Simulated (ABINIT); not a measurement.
Crystal: MgS (Niningerite).

```xyz
2
Lattice="0.0000 2.6016 2.6016 2.6016 0.0000 2.6016 2.6016 2.6016 0.0000" Properties=species:S:1:pos:R:3 pbc="T T T"
S     2.6016    2.6016    2.6016
Mg    0.0000    0.0000    0.0000
```

Base run:

- Program: ABINIT 10.8.3 (patched build)
- Functional: PBEsol
- Potentials or basis: PseudoDojo NC SR PBEsol v0.4.1 standard
- Cutoff: 1034 eV
- k mesh: 7 × 7 × 7
- Occupations: fermi-dirac, width 0.05 eV
- Spin: no spin polarisation

Its results: band gap on the k mesh 2.91 eV, indirect (least direct gap 3.59 eV); pressure -1.4 GPa.

The run is repeated on the same cell with these changes: functional from PBEsol to LDA; potentials or basis from PseudoDojo NC SR PBEsol v0.4.1 standard to PseudoDojo NC SR LDA v0.4.1 standard; cutoff from 1034 eV to 1088 eV. What comes out?

Band gap on the k mesh 2.78 eV, indirect (least direct gap 3.48 eV); pressure -3.3 GPa.

Caveats: an odd mesh through Γ misses points on the zone boundary, where band edges often lie.
